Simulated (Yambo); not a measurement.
# HgTe (Coloradoite) (F-43m) in Yambo: further runs

The runs below take HgTe (Coloradoite) through optical spectrum, with PBE.

Everything below comes from runs of Yambo 5.3.0. Logs are shortened: lines on timing, memory, paths and dates and some standing lists are left out, and cuts for length are marked.

## Step 1: Starting point

It takes space group F-43m (No. 216, cubic). Conventional cell: a = 6.429 Å, b = 6.429 Å, c = 6.429 Å, α = 90.00°, β = 90.00°, γ = 90.00°. Around Hg (site symmetry -43m) lie 4 Te at 2.78 Å. Te (site symmetry -43m) is surrounded by 4 Hg at 2.78 Å.

## Step 2: Optical spectrum, PBE

File optics5.in:

```
optics
chi
tddft
Chimod= "LRC"
% BndsRnXd
 1 | 33 |
%
NGsBlkXd= 2 Ry
% LongDrXd
 0 | 0 | 1 |
%
% QpntsRXd
 1 | 1 |
%
% EnRngeXd
 0 | 10 | eV
%
% DmRngeXd
 0.1 | 0.1 | eV
%
ETStpsXd= 150
LRC_alpha= -1.0
```

File scf.in:

```
&CONTROL
  calculation = 'scf'
  prefix = 'pwscf'
  outdir = './tmp'
  pseudo_dir = './pseudo'
/
&SYSTEM
  ibrav = 0
  nat = 2
  ntyp = 2
  ecutwfc = 80
  nbnd = 26
  occupations = 'smearing'
  smearing = 'fd'
  degauss = 0.00367493
  force_symmorphic = .true.
/
&ELECTRONS
  conv_thr = 4d-10
  electron_maxstep = 120
  mixing_beta = 0.5
/
ATOMIC_SPECIES
Hg   200.5920 Hg.upf
Te   127.6000 Te.upf
CELL_PARAMETERS angstrom
   0.0000000000    3.2145000000    3.2145000000
   3.2145000000    0.0000000000    3.2145000000
   3.2145000000    3.2145000000    0.0000000000
ATOMIC_POSITIONS crystal
Hg     0.0000000000    0.0000000000    0.0000000000
Te     0.7500000000    0.7500000000    0.7500000000
K_POINTS automatic
8 8 8 0 0 0
```

File nscf.in:

```
&CONTROL
  calculation = 'nscf'
  prefix = 'pwscf'
  outdir = './tmp'
  pseudo_dir = './pseudo'
/
&SYSTEM
  ibrav = 0
  nat = 2
  ntyp = 2
  ecutwfc = 80
  nbnd = 38
  occupations = 'smearing'
  smearing = 'fd'
  degauss = 0.00367493
  force_symmorphic = .true.
/
&ELECTRONS
  conv_thr = 1d-08
  diago_full_acc = .true.
  diago_thr_init = 1d-06
/
ATOMIC_SPECIES
Hg   200.5920 Hg.upf
Te   127.6000 Te.upf
CELL_PARAMETERS angstrom
   0.0000000000    3.2145000000    3.2145000000
   3.2145000000    0.0000000000    3.2145000000
   3.2145000000    3.2145000000    0.0000000000
ATOMIC_POSITIONS crystal
Hg     0.0000000000    0.0000000000    0.0000000000
Te     0.7500000000    0.7500000000    0.7500000000
K_POINTS automatic
6 6 6 0 0 0
```

Potentials or basis: PseudoDojo 0.4.1 SR PBE standard.

Launch:

```bash
> OMP_NUM_THREADS=1 pw.x -in scf.in > scf.out
> OMP_NUM_THREADS=1 pw.x -in nscf.in > nscf.out
> cd tmp/pwscf.save; p2y; mv SAVE ../..; cd ../..
> OMP_NUM_THREADS=1 yambo
> OMP_NUM_THREADS=1 yambo -F optics5.in -J optics5 -C optics5_out
```

Yambo's report:

```text
[... sections 02.01 to 02.04 as in the set-up run ...]

  [02.05] Energies & Occupations
  ==============================

  [X] === General ===
  [X] Electronic Temperature                        :  0.258606E-1   300.100    [eV K]
  [X] Bosonic    Temperature                        :  0.258606E-1   300.100    [eV K]
  [X] Finite Temperature mode                       : yes
  [X] El. density                                   :  0.54192E+24 [cm-3]
  [X] Fermi Level                                   :  9.159759 [eV]

  [X] === Gaps and Widths ===
  [X] Conduction Band Min                           :  9.159759 [eV]
  [X] Valence Band Max                              :  9.159759 [eV]
  [X] Filled Bands                                  :  16
  [X] Metallic Bands                                :  17  19
  [X] Empty Bands                                   :   20   38

  [X] === Metallic Characters ===
  [X] N of el / N of met el                         :  36.00000   3.99991
  [X] Average metallic occ.                         :  0.333326

  [WARNING] [X] Metallic system

 [03] Transferred momenta grid and indexing
 ==========================================

 IBZ Q-points                                      :  16
 BZ  Q-points                                      :  216

 K/Q-points units:
 rlu = crystal or reduced units; cc = cartesian coordinates; iku = interal k-units

 Q [ 1]         [rlu]:  0.000000  0.000000  0.000000
 Q [ 2]         [rlu]:  0.23165E-17  0.23165E-17  0.16667
 Q [ 3]         [rlu]:  0.46329E-17  0.46329E-17  0.33333
 Q [ 4]         [rlu]: -0.74102E-17 -0.74102E-17 -0.50000
 Q [ 5]         [rlu]:  0.31077E-18  0.16667      0.16667
 Q [ 6]         [rlu]:  0.18556E-17  0.16667      0.33333
 Q [ 7]         [rlu]:  0.55547E-17  0.16667      0.50000
 Q [ 8]         [rlu]: -0.74102E-17  0.16667     -0.33333
 Q [ 9]         [rlu]: -0.46329E-17  0.16667     -0.16667
 Q [10]         [rlu]:  0.62153E-18  0.33333      0.33333
 Q [11]         [rlu]:  0.27773E-17  0.33333      0.50000
 Q [12]         [rlu]: -0.92658E-17  0.33333     -0.33333
 Q [13]         [rlu]: -0.93230E-18 -0.50000     -0.50000
 Q [14]         [rlu]:  0.166667  0.333333  0.500000
 Q [15]         [rlu]:  0.166667  0.333333 -0.333333
 Q [16]         [rlu]:  0.166667 -0.500000 -0.333333

 [WARNING] [Xd] User bands 1-33 break level degeneracy

 [04] Dipoles
 ============

  [04.01] Setup: observables and procedures
  =========================================

  [WF-Oscillators/G space/Transverse up loader] Normalization (few states)  min/max  :  0.15712E-17   1.0000

  [WR./optics5//ndb.dipoles]------------------------------------------------------
   Brillouin Zone Q/K grids (IBZ/BZ)                :   16  216   16  216
   RL vectors                                       :   6615 [WF]
   Fragmentation                                    : yes
   Electronic Temperature                           :  300.1000 [K]
   Bosonic    Temperature                           :  300.1000 [K]
   DIP band range                                   :    1   33
   DIP band range limits                            :  19  17
   DIP e/h energy range                             : -1.000000 -1.000000 [eV]
   RL vectors in the sum                            :   6615
   [r,Vnl] included                                 : yes
   Bands ordered                                    : yes
   Direct v evaluation                              : no
   Approach used                                    : G-space v
   Dipoles computed                                 : R V P [G-space]
   Wavefunctions                                    : Perdew, Burke & Ernzerhof(X)+Perdew, Burke & Ernzerhof(C)

  [WARNING] [r,Vnl^pseudo] included in position and velocity dipoles.

  [WARNING] In case H contains other non local terms, these are neglected

 [05] Optics
 ===========

 [X-CG] R(p) Tot o/o(of R):    2850   59381     100

 [WARNING] The system is a metal but Drude term not included.
```

Wall time 1.8 min (1 thread of Arm Neoverse V1, shared host); peak memory 0.41 GiB.

Results:

```yaml
Band_gap_on_the_k_mesh_mean-field_level: none (metal or under the smearing width)
```

Dielectric function (along the field direction of the input):
| energy (eV) | real part | imaginary part |
| --- | --- | --- |
| 0.27 | -32.04 | 2.00 |
| 0.60 | -21.96 | 5.21 |
| 0.94 | -19.27 | 4.90 |
| 1.28 | -5.95 | 7.99 |
| 1.61 | -11.37 | 5.17 |
| 1.95 | -3.01 | 6.12 |
| 2.28 | -1.55 | 4.35 |
| 2.62 | 7.04 | 9.12 |
| 2.95 | -3.79 | 7.10 |
| 3.29 | -6.43 | 4.69 |
| 3.62 | 1.27 | 3.45 |
| 3.96 | -3.68 | 10.66 |
| 4.30 | -5.57 | 3.81 |
| 4.63 | -0.58 | 5.94 |
| 4.97 | -3.53 | 4.60 |
| 5.30 | -1.38 | 3.74 |
| 5.64 | -0.39 | 4.29 |
| 5.97 | -3.40 | 3.61 |
| 6.31 | -1.27 | 2.73 |
| 6.64 | -2.39 | 1.98 |
| 6.98 | -1.61 | 2.07 |
| 7.32 | -1.81 | 2.48 |
| 7.65 | -1.91 | 2.22 |
| 7.99 | -1.39 | 0.98 |
| 8.32 | -0.97 | 1.40 |
| 8.66 | -0.55 | 0.86 |
| 8.99 | -0.19 | 1.32 |
| 9.33 | -0.51 | 1.63 |
| 9.66 | -0.01 | 1.61 |
| 10.00 | -0.98 | 1.58 |

Caveat: the intraband (Drude) term of the metal is left out; the ground state has no gap, which makes the many-body step unreliable; the long-range kernel's strength is typed, not fitted to the crystal's screening; spectra need much finer meshes, so this one isn't converged; independent-particle spectra lack excitons. The run has no spin-orbit coupling, so splittings on Hg, Te are missing.

## Step 3: Optical spectrum, PBE

File optics6.in:

```
optics
chi
Chimod= "HARTREE"
% BndsRnXd
 1 | 33 |
%
NGsBlkXd= 6 Ry
% LongDrXd
 1 | 1 | 0 |
%
% QpntsRXd
 1 | 1 |
%
% EnRngeXd
 0 | 20 | eV
%
% DmRngeXd
 0.2 | 0.2 | eV
%
ETStpsXd= 200
```

scf.in is that of step 2.

nscf.in is that of step 2.

Potentials or basis: PseudoDojo 0.4.1 SR PBE standard.

Launch:

```bash
> OMP_NUM_THREADS=1 pw.x -in scf.in > scf.out
> OMP_NUM_THREADS=1 pw.x -in nscf.in > nscf.out
> cd tmp/pwscf.save; p2y; mv SAVE ../..; cd ../..
> OMP_NUM_THREADS=1 yambo
> OMP_NUM_THREADS=1 yambo -F optics6.in -J optics6 -C optics6_out
```

Yambo's report:

```text
[... sections 02.01 to 02.04 as in the set-up run ...]

  [02.05] Energies & Occupations
  ==============================

  [X] === General ===
  [X] Electronic Temperature                        :  0.258606E-1   300.100    [eV K]
  [X] Bosonic    Temperature                        :  0.258606E-1   300.100    [eV K]
  [X] Finite Temperature mode                       : yes
  [X] El. density                                   :  0.54192E+24 [cm-3]
  [X] Fermi Level                                   :  9.159759 [eV]

  [X] === Gaps and Widths ===
  [X] Conduction Band Min                           :  9.159759 [eV]
  [X] Valence Band Max                              :  9.159759 [eV]
  [X] Filled Bands                                  :  16
  [X] Metallic Bands                                :  17  19
  [X] Empty Bands                                   :   20   38

  [X] === Metallic Characters ===
  [X] N of el / N of met el                         :  36.00000   3.99991
[... 25 lines left out ...]
 Q [13]         [rlu]: -0.93230E-18 -0.50000     -0.50000
 Q [14]         [rlu]:  0.166667  0.333333  0.500000
 Q [15]         [rlu]:  0.166667  0.333333 -0.333333
 Q [16]         [rlu]:  0.166667 -0.500000 -0.333333

 [WARNING] [Xd] User bands 1-33 break level degeneracy

 [04] Dipoles
 ============

  [04.01] Setup: observables and procedures
  =========================================

  [WF-Oscillators/G space/Transverse up loader] Normalization (few states)  min/max  :  0.15712E-17   1.0000

  [WR./optics6//ndb.dipoles]------------------------------------------------------
   Brillouin Zone Q/K grids (IBZ/BZ)                :   16  216   16  216
   RL vectors                                       :   6615 [WF]
   Fragmentation                                    : yes
   Electronic Temperature                           :  300.1000 [K]
   Bosonic    Temperature                           :  300.1000 [K]
   DIP band range                                   :    1   33
   DIP band range limits                            :  19  17
   DIP e/h energy range                             : -1.000000 -1.000000 [eV]
   RL vectors in the sum                            :   6615
   [r,Vnl] included                                 : yes
   Bands ordered                                    : yes
   Direct v evaluation                              : no
   Approach used                                    : G-space v
   Dipoles computed                                 : R V P [G-space]
   Wavefunctions                                    : Perdew, Burke & Ernzerhof(X)+Perdew, Burke & Ernzerhof(C)

  [WARNING] [r,Vnl^pseudo] included in position and velocity dipoles.

  [WARNING] In case H contains other non local terms, these are neglected

 [05] Optics
 ===========

 [X-CG] R(p) Tot o/o(of R):    2850   59381     100

 [WARNING] The system is a metal but Drude term not included.
```

o-optics6.eps_q1_inv_rpa_dyson:

```text
# Absorption @ Q(1):  0.707106781     0.707106781      0.00000000    [q->0 direction]
#
# [ X ] Hartree size                              :  137
# [GEN] GF Energies                               : Perdew, Burke & Ernzerhof(X)+Perdew, Burke & Ernzerhof(C)
# [GEN] Green`s Function                          : Retarded
#
# [GEN] Gauge                                     : Length
# [GEN] [r,Vnl] included                          : yes
#
#    E[1] [eV]          Im(eps)            Re(eps)            Im(eps_o)          Re(eps_o)
#
        0.000000          -0.41331E-13        19.63955           0.11468E-15        21.07043
        0.100503           0.434225           19.72716           0.451265           21.16188
        0.201005           0.925211           19.99438           0.960513           21.44084
        0.301508           1.551625           20.45042           1.607868           21.91719
        0.402010           2.447071           21.08571           2.528909           22.58253
        0.502513           3.833701           21.77121           3.948437           23.30967
[... 192 lines left out ...]
        19.89950           0.447653           0.425454           0.374647           0.332631
        20.00000           0.429082           0.438550           0.372419           0.358113
#
```

It took 2.3 min on 1 thread of Arm Neoverse V1, shared host; peak memory 0.52 GiB.

Results:

```
Band gap on the k mesh, mean-field level : none (metal or under the smearing width)
```

Dielectric function (along the field direction of the input):
```
energy (eV)  real part  imaginary part
       0.30      20.45            1.55
       0.90      22.06           10.17
       1.61       9.29           19.22
       2.31       1.69            6.57
       3.02       4.95            9.01
       3.62       2.16            5.10
       4.32      -0.75            9.08
       5.03      -0.58            6.86
       5.73       0.83            5.96
       6.33      -0.93            4.67
       7.04      -1.32            3.36
       7.74      -1.85            2.74
       8.44      -1.03            1.72
       9.05      -0.17            1.54
       9.75      -0.07            2.07
      10.45      -0.59            1.17
      11.16      -0.20            1.16
      11.76      -0.16            1.01
      12.46      -0.08            0.97
      13.17       0.04            0.62
      13.87       0.30            0.76
      14.47       0.13            0.78
      15.18       0.26            0.53
      15.88       0.40            0.54
      16.58       0.59            0.54
      17.19       0.50            0.60
      17.89       0.54            0.67
      18.59       0.43            0.58
      19.30       0.44            0.57
      20.00       0.44            0.43
```

Caveat: the intraband (Drude) term of the metal is left out; the ground state has no gap, which makes the many-body step unreliable; spectra need much finer meshes, so this one isn't converged; these spectra lack excitons. Spin-orbit coupling is left out, which matters for the levels of Hg, Te.

## Step 4: Optical spectrum, PBE

File optics7.in:

```
optics
chi
Chimod= "HARTREE"
% BndsRnXd
 1 | 23 |
%
NGsBlkXd= 2 Ry
% LongDrXd
 1 | 1 | 0 |
%
% QpntsRXd
 1 | 1 |
%
% EnRngeXd
 0 | 10 | eV
%
% DmRngeXd
 0.2 | 0.2 | eV
%
ETStpsXd= 200
```

scf.in is that of step 3.

nscf.in is that of step 3.

Potentials or basis: PseudoDojo 0.4.1 SR PBE standard.

Launch:

```bash
> OMP_NUM_THREADS=1 pw.x -in scf.in > scf.out
> OMP_NUM_THREADS=1 pw.x -in nscf.in > nscf.out
> cd tmp/pwscf.save; p2y; mv SAVE ../..; cd ../..
> OMP_NUM_THREADS=1 yambo
> OMP_NUM_THREADS=1 yambo -F optics7.in -J optics7 -C optics7_out
```

Yambo's report:

```text
[... sections 02.01 to 02.04 as in the set-up run ...]

  [02.05] Energies & Occupations
  ==============================

  [X] === General ===
  [X] Electronic Temperature                        :  0.258606E-1   300.100    [eV K]
  [X] Bosonic    Temperature                        :  0.258606E-1   300.100    [eV K]
  [X] Finite Temperature mode                       : yes
  [X] El. density                                   :  0.54192E+24 [cm-3]
  [X] Fermi Level                                   :  9.159759 [eV]

  [X] === Gaps and Widths ===
  [X] Conduction Band Min                           :  9.159759 [eV]
  [X] Valence Band Max                              :  9.159759 [eV]
  [X] Filled Bands                                  :  16
  [X] Metallic Bands                                :  17  19
  [X] Empty Bands                                   :   20   38

  [X] === Metallic Characters ===
  [X] N of el / N of met el                         :  36.00000   3.99991
  [X] Average metallic occ.                         :  0.333326

  [WARNING] [X] Metallic system
[... 23 lines left out ...]
 Q [14]         [rlu]:  0.166667  0.333333  0.500000
 Q [15]         [rlu]:  0.166667  0.333333 -0.333333
 Q [16]         [rlu]:  0.166667 -0.500000 -0.333333

 [04] Dipoles
 ============

  [04.01] Setup: observables and procedures
  =========================================

  [WF-Oscillators/G space/Transverse up loader] Normalization (few states)  min/max  :  0.89065E-17   1.0000

  [WR./optics7//ndb.dipoles]------------------------------------------------------
   Brillouin Zone Q/K grids (IBZ/BZ)                :   16  216   16  216
   RL vectors                                       :   6615 [WF]
   Fragmentation                                    : yes
   Electronic Temperature                           :  300.1000 [K]
   Bosonic    Temperature                           :  300.1000 [K]
   DIP band range                                   :   1  23
   DIP band range limits                            :  19  17
   DIP e/h energy range                             : -1.000000 -1.000000 [eV]
   RL vectors in the sum                            :   6615
   [r,Vnl] included                                 : yes
   Bands ordered                                    : yes
   Direct v evaluation                              : no
   Approach used                                    : G-space v
   Dipoles computed                                 : R V P [G-space]
   Wavefunctions                                    : Perdew, Burke & Ernzerhof(X)+Perdew, Burke & Ernzerhof(C)

  [WARNING] [r,Vnl^pseudo] included in position and velocity dipoles.

  [WARNING] In case H contains other non local terms, these are neglected

 [05] Optics
 ===========

 [X-CG] R(p) Tot o/o(of R):    997  20491    100

 [WARNING] The system is a metal but Drude term not included.
```

It took 1.8 min on 1 thread of Arm Neoverse V1, shared host; peak memory 0.36 GiB.

Results:

| Property | Result |
| --- | --- |
| Band gap on the k mesh, mean-field level | none (metal or under the smearing width) |

Dielectric function (along the field direction of the input):
```csv
energy (eV),real part,imaginary part
0.25,20.37,1.23
0.55,22.21,4.80
0.90,22.48,10.47
1.26,10.12,16.16
1.56,11.34,18.26
1.91,1.04,11.77
2.26,1.07,7.35
2.56,4.78,5.14
2.91,5.23,9.63
3.27,1.40,11.19
3.57,1.17,5.33
3.92,4.49,7.68
4.27,-0.24,9.87
4.57,0.58,6.04
4.92,-0.03,7.15
5.28,-0.49,5.23
5.63,0.68,5.17
5.93,-0.73,6.68
6.28,-1.13,4.65
6.63,-2.05,4.48
6.93,-1.51,3.60
7.29,-1.34,3.79
7.64,-1.73,3.37
7.94,-1.93,2.32
8.29,-1.21,2.11
8.64,-1.06,1.64
8.94,-0.54,1.56
9.30,-0.35,2.05
9.65,-0.28,2.16
10.00,-1.04,2.52
```

Caveat: the intraband (Drude) term of the metal is left out; the ground state has no gap, which makes the many-body step unreliable; spectra need much finer meshes, so this one isn't converged; these spectra lack excitons.

## Step 5: Summary

| direction of the field or of q to 0 | broadening | kernel | top of the energy range | energy points | gap on the mesh (eV) |
| --- | --- | --- | --- | --- | --- |
| z | 0.1 eV | long-range correction | 10 eV | 150 | none |
| x + y | 0.2 eV | Hartree (RPA with local fields) | 20 eV | 200 | none |
| x + y | 0.2 eV | Hartree (RPA with local fields) | 10 eV | 200 | none |

Alike in all rows: task optical spectrum; level PBE; potentials or basis PseudoDojo 0.4.1 SR PBE standard; no spin polarisation; cell as given; k mesh 6 × 6 × 6; cutoff (eV) 1088; smearing fermi-dirac 0.05 eV; other keys several, not listed.

Caveats: the intraband (Drude) term of the metal is left out; the ground state has no gap, which makes the many-body step unreliable; spectra need much finer meshes, so this one isn't converged; these spectra lack excitons (some runs); the long-range kernel's strength is typed, not fitted to the crystal's screening (some runs); independent-particle spectra lack excitons (some runs).

Total energies depend on the potentials used, so only differences within one code and one set of settings carry meaning.
